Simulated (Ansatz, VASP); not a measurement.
## PbIBr (1T-PbBrI, 1 layer) in two plane-wave programs

Aim: how closely do two programs agree when they are given the same cell, functional and k mesh? The structure shown is the start of the Ansatz relaxation below; VASP solves that cell, so the two are compared at the walk's first step.

Main program and level: Ansatz 0.2.0; plane waves, with VASP 6.6.1 beside it; single point at PBE.

## Step 1: Starting point

The cell holds 3 atoms: 1 I, 1 Pb and 1 Br. Cell: a = 4.142 Å, b = 4.142 Å, c = 19.488 Å, α = 90.0°, β = 90.0°, γ = 120.0°. Vacuum lies along c.

## Step 2: Ansatz: relaxation, PBE

Ansatz runs on its default PAW (the set named soft_2) files.

The two programs are compared at the cell with which this relaxation starts, whose forces are those of its first step.

File input.yaml:

```yaml
crystal:
  lattice:
    - [4.142421, 0.0, 0.0]
    - [-2.0712105, 3.5874418192, 0.0]
    - [0.0, 0.0, 19.4878610294]
  atoms:
    - { symbol: I, position: [0.6666666667, 0.3333333333, 0.436168956] }
    - { symbol: Pb, position: [0.0, 0.0, 0.5105888465] }
    - { symbol: Br, position: [0.3333333333, 0.6666666667, 0.563831044] }
kpoints:
  mp_grid: { grid: [6, 6, 1] }
hamiltonian:
  xc: pbe
scf:
  occupations: { method: fermi_dirac, width: 0.05 }
  convergence: { dr2_threshold: 1.0e-08 }
efield:
  axis: 3
  dipole_correction: true
  ramp_position: 0.97
  ramp_width: 0.04
relax:
  f_tol: 0.01
  cell: { fix: [c, alpha, beta] }
output:
  write_potential: true
  write_density: true
  volumetric_format: npy
```

Started as:

```sh
> ansatz run input.yaml --threads 4 --pin off --max-ram 8192MiB --backend cpu --events-out ev --progress --plain --runs-dir out
```

Numbers of over 12 decimals in the logs are rounded to 6 here.

Output:

```text
Warning: relax.cell: scf.convergence.dr2_threshold = 1e-8 eV is looser than the 3e-10 eV advised for a relaxation that steers and ends on the stress (1e-10 eV for each atom of the cell: 3). What an SCF threshold leaves in a stress goes as its square root, and in the free energy as the threshold itself, and one threshold admits the most on a small cell: [figures from the program's tests cut] Set scf.convergence.dr2_threshold to 3e-10 eV or tighter. The threshold is an SCF's pass mark: one that does not reach it within its budget of iterations ends unconverged, or closes short of it on a stop that the run arms, and scf.convergence.dr2_threshold's page says what that costs each kind of run
Engine: ansatz 0.2.0, aarch64-unknown-linux-gnu
Pseudopotentials: kind: paw
Pseudopotential: I, paw, valence charge 17, recommended cutoff 420 eV (normal), I.paw.azcp
Pseudopotential: Pb, paw, valence charge 14, recommended cutoff 420 eV (normal), Pb.paw.azcp
Pseudopotential: Br, paw, valence charge 7, recommended cutoff 420 eV (normal), Br.paw.azcp
Functional definition: PBE
  parameter kappa = 0.804
  parameter beta = 0.066725
  exchange = pbe_x(kappa = kappa, mu = beta*pi^2/3)
  correlation = pbe_c(beta = beta)
Crystal: 3 atoms, lattice volume = 289.603 Å³
Basis set: ecut = 420 eV, 5609 PW (Γ), exchange–correlation on 60×60×270 points (8 copies of the dense FFT grid, shifted against one another)
Bands: 23, of which v1, the nominal top of the filled ones, is band 19 counted from 1 (18 counted from 0)
Symmetry: 6 space group operations
Space group: P3m1 (ITA 156), of the structure as read, at distance tolerance 6.6e-5 Å
k-points: 7 of 36 (time reversal used)
Non-local potential: I, projectors of the file, l = 0: 2, l = 1: 2, l = 2: 2, l = 3: 2
Non-local potential: Pb, projectors of the file, l = 0: 2, l = 1: 2, l = 2: 2, l = 3: 2
Non-local potential: Br, projectors of the file, l = 0: 2, l = 1: 2, l = 2: 2
PAW form: soft (Blöchl's): semilocal exchange-correlation on the pseudo side does not see the compensation charge
PAW one-centre angular grid: I, 590 points (default); XC on 64 Gauss nodes
PAW one-centre angular grid: Pb, 590 points (default); XC on 64 Gauss nodes
PAW one-centre angular grid: Br, 110 points (default); XC on 64 Gauss nodes
Initial density: superposition of atomic densities (neutral atoms: chi_scale 0, normalization atom), corrected by the library's trained network
Initial wavefunctions: pseudopotential atomic-orbital guess
Functional: x = pbe(κ = 0.804, μ = 0.219515), c = pbe(β = 0.066725)
SCF iter   1: F=—  HF=-22201.338360 eV  |F-HF|=—  |Δ(HF+E_count)|=         —  Δρ=1.32e-3  dr2=1.19e-2  ethr=1.77e-3  p=0.022 e·Å  D=1.39e-2 V/Å  ΔV_dip=-0.27 eV  dr2_dipole=2.30e-5  V_vac-E_F(+/−)=3.74/4.01 eV  ⟨swp⟩=11.6  Hψ=1156  notcnv=0
efield: sawtooth ramp at fractional position 0.9700 (set: `efield.ramp_position`, or a place that a band, a saddle search or an elastic batch's reference lends), width 0.0400; the density the first Hamiltonian is built on has a dipole p = 0.022 e·Å; the dipole correction subtracts the counter field D = 1.39e-2 V/Å, which shifts the + side's vacuum level by -0.27 eV against the − side's; the planar-averaged density in the ramp window peaks in size at 1.8e-5 e/Å³
preconditioner: auto → Resta (q_TF=auto, 1.945 Å⁻¹)  ε∞=1.6  [insulator: Δε(μ)=1.390 eV  Ē_g=14.482 eV  σ=0.050 eV  W_gap=1.00  n_scr=42 (ndim 8)  ℏωp=11.5 eV  f_vac=0.686  D(μ)=0.00/eV (n_scr^D=0)  ε∞_Penn≈1.6  vacuum switching on, ρ_ref=1.5e-2 e/Å³]
SCF iter   2: F=—  HF=-22201.338285 eV  |F-HF|=—  |Δ(HF+E_count)|=   7.48e-5  Δρ=6.34e-4  dr2=3.18e-3  ethr=3.14e-5  p=0.019 e·Å  D=1.21e-2 V/Å  ΔV_dip=-0.24 eV  dr2_dipole=4.79e-4  V_vac-E_F(+/−)=3.91/4.14 eV  ⟨swp⟩=3.4  Hψ=445  notcnv=0
SCF iter   3: F=—  HF=-22201.338269 eV  |F-HF|=—  |Δ(HF+E_count)|=   1.60e-5  Δρ=3.98e-4  dr2=1.18e-3  ethr=8.36e-6  p=0.028 e·Å  D=1.77e-2 V/Å  ΔV_dip=-0.34 eV  dr2_dipole=1.53e-4  V_vac-E_F(+/−)=3.86/4.21 eV  ⟨swp⟩=3.0  Hψ=285  notcnv=0
SCF iter   4: F=—  HF=-22201.338473 eV  |F-HF|=—  |Δ(HF+E_count)|=   2.04e-4  Δρ=1.96e-4  dr2=2.88e-4  ethr=3.09e-6  p=0.024 e·Å  D=1.51e-2 V/Å  ΔV_dip=-0.29 eV  dr2_dipole=5.83e-5  V_vac-E_F(+/−)=3.90/4.19 eV  ⟨swp⟩=3.3  Hψ=333  notcnv=0
SCF iter   5: F=—  HF=-22201.338598 eV  |F-HF|=—  |Δ(HF+E_count)|=   1.25e-4  Δρ=9.79e-5  dr2=6.76e-5  ethr=7.57e-7  p=0.025 e·Å  D=1.59e-2 V/Å  ΔV_dip=-0.31 eV  dr2_dipole=1.32e-5  V_vac-E_F(+/−)=3.91/4.22 eV  ⟨swp⟩=2.0  Hψ=198  notcnv=0
[...]
Initial wavefunctions: pseudopotential atomic-orbital guess (no wavefunctions were taken with the density)
iter 1 solved again at ethr=1.75e-6 eV; its pass at ethr=3.10e-3 eV (dr2=6.64e-4 eV) is discarded
SCF iter   1: F=—  HF=-22204.879691 eV  |F-HF|=—  |Δ(HF+E_count)|=         —  Δρ=6.73e-4  dr2=6.43e-5  ethr=1.75e-6  p=-0.022 e·Å  D=-1.12e-2 V/Å  ΔV_dip=0.22 eV  dr2_dipole=3.81e-6  V_vac-E_F(+/−)=5.44/5.23 eV  ⟨swp⟩=3.0  Hψ=1374  notcnv=0
efield: sawtooth ramp at fractional position 0.9700 (set: `efield.ramp_position`, or a place that a band, a saddle search or an elastic batch's reference lends), width 0.0400; the density the first Hamiltonian is built on has a dipole p = -0.022 e·Å; the dipole correction subtracts the counter field D = -1.12e-2 V/Å, which shifts the + side's vacuum level by +0.22 eV against the − side's; the planar-averaged density in the ramp window peaks in size at 4.1e-6 e/Å³
preconditioner: auto → Resta (q_TF=auto, 1.883 Å⁻¹)  ε∞=1.6  [insulator: Δε(μ)=2.710 eV  Ē_g=13.080 eV  σ=0.050 eV  W_gap=1.00  n_scr=52 (ndim 8)  ℏωp=10.5 eV  f_vac=0.647  D(μ)=0.00/eV (n_scr^D=0)  ε∞_Penn≈1.6  vacuum switching on, ρ_ref=1.2e-2 e/Å³]
SCF iter   2: F=—  HF=-22204.897269 eV  |F-HF|=—  |Δ(HF+E_count)|=   1.76e-2  Δρ=3.37e-4  dr2=2.31e-5  ethr=1.69e-7  p=-0.020 e·Å  D=-1.05e-2 V/Å  ΔV_dip=0.20 eV  dr2_dipole=3.42e-6  V_vac-E_F(+/−)=5.44/5.24 eV  ⟨swp⟩=3.4  Hψ=296  notcnv=0
SCF iter   3: F=—  HF=-22204.903165 eV  |F-HF|=—  |Δ(HF+E_count)|=   5.90e-3  Δρ=1.63e-4  dr2=1.84e-5  ethr=6.08e-8  p=-0.022 e·Å  D=-1.11e-2 V/Å  ΔV_dip=0.22 eV  dr2_dipole=2.42e-6  V_vac-E_F(+/−)=5.45/5.23 eV  ⟨swp⟩=3.3  Hψ=335  notcnv=0
SCF iter   4: F=—  HF=-22204.904724 eV  |F-HF|=—  |Δ(HF+E_count)|=   1.56e-3  Δρ=8.28e-5  dr2=4.99e-6  ethr=4.84e-8  p=-0.021 e·Å  D=-1.08e-2 V/Å  ΔV_dip=0.21 eV  dr2_dipole=1.77e-6  V_vac-E_F(+/−)=5.44/5.23 eV  ⟨swp⟩=2.0  Hψ=222  notcnv=0
SCF iter   5: F=—  HF=-22204.905306 eV  |F-HF|=—  |Δ(HF+E_count)|=   5.82e-4  Δρ=3.57e-5  dr2=7.88e-7  ethr=1.31e-8  p=-0.022 e·Å  D=-1.11e-2 V/Å  ΔV_dip=0.22 eV  dr2_dipole=9.70e-8  V_vac-E_F(+/−)=5.44/5.23 eV  ⟨swp⟩=2.0  Hψ=204  notcnv=0
SCF iter   6: F=—  HF=-22204.905420 eV  |F-HF|=—  |Δ(HF+E_count)|=   1.14e-4  Δρ=9.28e-6  dr2=3.41e-8  ethr=2.07e-9  p=-0.022 e·Å  D=-1.12e-2 V/Å  ΔV_dip=0.22 eV  dr2_dipole=4.29e-9  V_vac-E_F(+/−)=5.44/5.23 eV  ⟨swp⟩=2.0  Hψ=203  notcnv=0
SCF iter   7: F=-22204.905433 eV  HF=-22204.905432 eV  |F-HF|=9.13e-7  |Δ(HF+E_count)|=   1.22e-5  Δρ=1.66e-6  dr2=2.16e-9  ethr=2.63e-11  p=-0.022 e·Å  D=-1.12e-2 V/Å  ΔV_dip=0.22 eV  dr2_dipole=8.84e-12  V_vac-E_F(+/−)=5.44/5.22 eV  ⟨swp⟩=14.4  Hψ=1322  notcnv=0
SCF 9 converged in 7 iterations: F = -22204.905433 eV  dr2 = 2.16e-9
relax step   9: F+E_penalty+E_count = -22204.90543288 eV  Δ(F+E_penalty+E_count) = -3.190e-3 eV  max|allowed force component| = 9.325e-3 eV/Å  Δτ_max = 0.0000 Å  P = +0.028 GPa  Ω = 351.832 Å³  fix = [c, alpha, beta]  reactions: c +0.008 GPa  stress off target by 3.89e-2 GPa on what of the cell is left free  SCF on the basis re-selected at this cell (its energy is not comparable with the rows above)  (7 SCF iters)
basis re-selected at this cell: Δ(F+E_penalty+E_count) = -3.190e-3 eV, ΔP = +0.015 GPa vs the last step (what re-selecting the basis moved, of the pressure what is left beyond the Pulay correction that the steps carried, after the strain that the cell walked since its last selection, with what the two solves' SCF thresholds leave and, on support functions, any second-order correction that the steps lacked; it is no measure of the basis error at this ecutwfc). The dense FFT grid was sized anew with the basis: this SCF ran on 32×32×135 points, the steps before it on 30×30×135, so part of this shift can come from that change (see relax.cell in the input reference). [rest of the remark cut]
WARN: The output density's exchange-correlation potential varies sharply where the density is thin. Do not read a vacuum level from v_tot or v_xc, or from such a field of the output density. On a cell that repeats whose density bears no net charge and no dipole along the vacuum's axis use v_es (v_loc + v_h of the components); under efield.dipole_correction with no amplitude use v_es + v_field, which holds any externa [...]
SCF converged after 7 iterations
Free energy (F): -22204.905433 eV
Harris-Foulkes:  -22204.905432 eV  (|F-HF|=9.13e-7)
Internal energy: -22204.905433 eV  (E = F + TS)
E sigma→0 (E₀):  -22204.905433 eV
Fermi energy:    -1.805540 eV
Dipole field:    D = -0.011178 V/Å  (p = -0.021733 e·Å, saw-weighted, corrected)
Work function:   Φ+ = 5.4427 eV   Φ− = 5.2249 eV
Levels:          The Fermi level and band energies are counted from a zero that moves with the ramp; work functions are not
--- Per-component energies (eV) ---
  E_band       = -788.605500
  E_kinetic    = 606.723469
  E_local      = -16569.101156  (includes V_loc(G=0)·N_el)
  E_nonlocal   = 329.220656
  E_hartree    = 7982.686161
  E_xc         = -612.657259
  E_vxc        = -363.316052  (∫ρ·V_xc dr)
  E_paw        = -17465.329978  (= ΣΔE_a)
  E_vpaw       = -757.423513  (= ΣTr[D̂ρ^β])
  E_aug_tail   = 0.000036  (compensation charges beyond the density's cutoff)
  E_efield     = 0.000121  (sawtooth field / dipole correction)
  E_vefield    = -0.082591  (∫n·V_field dr)
  E_ewald      = 3523.552517
  E_smearing   = -0.000000  (= −TS)
  E_closure    = -0.000000  (closes the sum)
  Σ components = -22204.905433   (vs F -22204.905433, Δ=0.00e0)
--- Forces (eV/Å), atoms counted from 1 ---
  atom   1  I      0.00000000     0.00000000    -0.00097240
  atom   2  Pb     0.00000000     0.00000000    -0.00835706
  atom   3  Br    -0.00000000    -0.00000000     0.00932320
  max |Σ_I F_I| component: 6.26e-6 eV/Å
--- Stress (GPa, compression-positive) ---
        0.038936       0.000000       0.000000
       -0.000000       0.038936       0.000000
        0.000000       0.000000       0.007594
  P = ⅓ Tr σ = 0.0285 GPa (0.285 kbar)
--- Band table (eV; the first three rows and the last of 7) ---
  k-point 0: bands = [... 15 lower, -4.1343, -3.5760, -3.5359, -3.5359, -0.5105, 0.6811, 0.6811, 2.8179]
  k-point 1: bands = [... 15 lower, -4.2378, -4.0068, -3.6041, -3.2578, -0.0450, 0.6980, 0.9040, 3.1839]
  k-point 2: bands = [... 15 lower, -4.6954, -3.9704, -3.7278, -3.4352, 0.1792, 1.2268, 1.3578, 3.3883]
  k-point 6: bands = [... 15 lower, -5.1810, -4.0686, -3.9242, -3.2470, 0.9064, 1.2725, 1.5350, 4.4682]
--- Relaxed structure (8 steps of the walk, 8 accepted, 1 SCFs on fresh bases) ---
  F+E_penalty+E_count = -22204.90543288 eV   max|allowed force component| = 9.325e-3 eV/Å   (the final SCF, on the basis selected at the relaxed cell)
  cell:  # Å, volume = 351.8317 Å³
    - [4.565834, 0, 0]
    - [-2.282917, 3.954128, 0]
    - [0, 0, 19.4878610294]
  atoms:
    - { symbol: I, position: [0.666667, 0.333333, 0.410161] }
    - { symbol: Pb, position: [-6.495453238761553e-19, -2.9100830575789215e-19, 0.509141] }
    - { symbol: Br, position: [0.333333, 0.666667, 0.591286] }
```

The column dr2 measures how far the density is from self-consistency, as an energy; F and HF (Harris–Foulkes) agree once it is small.

(Continued in part 2 of 2.)

[Lines on the potential files, build, host, timing and source positions are cut from VASP's logs without a mark.]

[Logs are printed without paths, hosts, clocks, repeated set-up lines and the standing remarks that a program may print on its own settings, such as how far it seeks lower states.]

[Hosts, paths, dates, database ids (printed as entryN), source tags and the programs' standing remarks are cut or masked in the printed files.]
